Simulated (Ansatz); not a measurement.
# La2O3 (P-3m1) in Ansatz: a run that goes wrong, beside a sound one

A flawed run on La2O3 and a sound one for comparison.

Everything below comes from runs of Ansatz 0.2.0. Logs are shortened: lines on timing, memory, paths and dates and some standing lists are left out, and cuts for length are marked.

## 1. Starting point

The structure is trigonal, space group P-3m1 (No. 164). The conventional cell has a = 3.931 Å, b = 3.931 Å, c = 6.112 Å, α = 90.00°, β = 90.00°, γ = 120.00°. La (site symmetry 3m) has 4 O at 2.36 to 2.44 Å as nearest neighbours. Around O (site symmetry -3m) lie 6 La at 2.72 Å. O (site symmetry 3m) is surrounded by 4 La at 2.36 to 2.44 Å.

The cell is a database's computed one.

## 2. A run with an altered input

input.yaml

```yaml
crystal:
  lattice:
    - [3.930777878, 0.0, 0.0]
    - [-1.965388939, 3.404153499, 0.0]
    - [0.0, 0.0, 6.11195352]
  atoms:
    - { symbol: La, position: [0.3333333333, 0.6666666667, 0.24623568] }
    - { symbol: La, position: [0.6666666667, 0.3333333333, 0.75376432] }
    - { symbol: O, position: [0.0, 0.0, 0.0] }
    - { symbol: O, position: [0.3333333333, 0.6666666667, 0.64589065] }
    - { symbol: O, position: [0.6666666667, 0.3333333333, 0.35410935] }
hamiltonian:
  xc: pbesol
  pseudopotentials: { kind: paw }
kpoints:
  mp_grid: { grid: [8, 8, 5] }
  band_path:
    path:
      - [[0.0, 0.0, 0.0], [0.5, 0.0, 0.0], [0.3333333333, 0.3333333333, 0.0], [0.0, 0.0, 0.0], [0.0, 0.0, 0.5], [0.5, 0.0, 0.5], [0.3333333333, 0.3333333333, 0.5], [0.0, 0.0, 0.5]]
      - [[0.5, 0.0, 0.5], [0.5, 0.0, 0.0]]
      - [[0.3333333333, 0.3333333333, 0.0], [0.3333333333, 0.3333333333, 0.5]]
    npoints: 14
scf:
  occupations: { method: fermi_dirac, width: 0.05 }
  n_extra_bands: 12
  max_iter: 100
output:
  forces: true
  stress: true
  eigenvalues: true
  fatbands: false
total_charge: -6
```

Potentials or basis: Ansatz PAW.

Command:

```console
$ ansatz run input.yaml --threads 2 --pin off --max-ram 5632MiB --backend cpu --events-out ev --progress --plain --runs-dir out
```

The log of the run:

```text
[... 79 lines left out ...]
  k-point 2: bands = ["-19.6115", "-19.4968", "-7.7718", "-6.9099", "-6.6488", "-3.4185", "-3.4185", "-3.2726", "-3.2726", "-2.9760", "-2.5170", "5.9527", "5.9527", "6.1587", "6.7601", "6.7601", "7.5147", "7.8687", "8.4800", "8.4800", "13.3703", "14.1847", "14.1847", "14.3969", "15.2445", "15.5223", "15.5223", "15.9478", "16.0951", "16.0951", "16.5622", "16.5622", "16.5690", "16.5811", "16.6387"]
  k-point 39: bands = ["-19.3668", "-19.3499", "-8.4279", "-8.3464", "-6.8563", "-4.2075", "-3.5232", "-3.4498", "-3.2815", "-2.1466", "-1.9619", "6.1125", "6.5913", "6.9571", "7.2518", "7.5321", "8.0046", "8.2623", "8.6269", "8.7276", "12.7306", "14.0019", "14.7826", "14.9168", "15.6221", "15.8785", "16.0456", "16.0832", "16.1156", "16.2624", "16.3556", "16.4306", "16.5371", "16.6453", "16.7090"]
```

bands.tsv:

```text
# k_distance	band_0	band_1	band_2	band_3	band_4	band_5	band_6	band_7	band_8	band_9	band_10	band_11	band_12	band_13	band_14	band_15	band_16	band_17	band_18	band_19	band_20	band_21	band_22	band_23	band_24	band_25	band_26	band_27	band_28	band_29	band_30	band_31	band_32	band_33	band_34
[... 149 lines left out ...]
6.584682	-34.120616	-34.120616	-23.164393	-23.164393	-21.669176	-19.051975	-18.172436	-18.172436	-18.020982	-16.853795	-16.853795	-8.441144	-8.441144	-7.831106	-7.406649	-7.406649	-6.721750	-6.231954	-6.231954	-6.079986	-2.033111	-0.844458	0.081023	0.081023	0.928635	1.088808	1.332688	1.332688	1.413907	1.413907	1.602609	1.713729	1.713729	1.896725	1.967478
```

Run time: 11 s. Hardware: 2 threads of Arm Neoverse V1, shared host; peak memory 0.43 GiB.

Self-consistency was reached. The fault, put in on purpose: a charge that the system can't hold (total_charge = -6). The program ran through all the same, so the numbers look like a result but aren't the crystal's properties.

## 3. Band structure, PBEsol

input.yaml: that of step 2 with these lines changed.

```diff
@@ -25,3 +25,2 @@
   n_extra_bands: 12
-  max_iter: 100
 output:
@@ -30,3 +29,2 @@
   eigenvalues: true
-  fatbands: false
-total_charge: -6
+  fatbands: true
```

Potentials or basis: Ansatz PAW.

Command:

```console
$ ansatz run input.yaml --threads 2 --pin off --max-ram 5632MiB --backend cpu --events-out ev --progress --plain --runs-dir out
```

Wall time 11 s (2 threads of Arm Neoverse V1, shared host); peak memory 0.42 GiB.

It converged, with:

```yaml
Free_energy: -14014.7075 eV
Pressure: -3.0 GPa
Largest_force: 0.093 eV/Å
Band_gap_on_the_k_mesh: 3.81 eV, indirect (least direct gap 3.96 eV)
Band_gap_along_the_path: 3.77 eV, indirect (least direct gap 3.87 eV)
```

Forces in eV/Å, atoms in the order of the input:
```
La   0.000  0.000  0.093
La   0.000  0.000 -0.093
O    0.000  0.000  0.000
O    0.000  0.000 -0.006
O    0.000  0.000  0.006
```

Stress tensor (GPa, compression positive):
```
-3.13  0.00  0.00
 0.00 -3.13  0.00
 0.00  0.00 -2.78
```

Levels at the corners of the path, in eV from the valence-band top:
```csv
point,band 17,band 18,band 19,band 20,band 21,band 22,band 23,band 24
Γ,-1.70,-0.39,-0.39,-0.12,4.19,4.53,4.53,5.06
M,-0.73,-0.65,-0.42,-0.30,3.78,4.64,5.11,5.15
K,-0.84,-0.84,-0.81,-0.10,3.77,4.68,4.68,4.94
Γ,-1.70,-0.39,-0.39,-0.12,4.19,4.53,4.53,5.06
A,-1.03,-0.82,-0.29,-0.29,4.62,4.67,4.67,4.90
L,-0.96,-0.73,-0.37,0.00,4.34,4.55,5.00,5.15
H,-0.58,-0.28,-0.28,-0.22,4.17,4.79,4.87,4.87
A,-1.03,-0.82,-0.29,-0.29,4.62,4.67,4.67,4.90
L,-0.96,-0.73,-0.37,0.00,4.34,4.55,5.00,5.15
M,-0.73,-0.65,-0.42,-0.30,3.78,4.64,5.11,5.15
K,-0.84,-0.84,-0.81,-0.10,3.77,4.68,4.68,4.94
H,-0.58,-0.28,-0.28,-0.22,4.17,4.79,4.87,4.87
```

Caveat: the pressure holds a Pulay correction of +0.5 GPa for the finite cutoff; spin-orbit coupling is left out, which moves the levels of the heavy elements; the PAW data sets come from PBE, with cores solved anew for the run's functional, which leaves a small shift of forces and pressure.
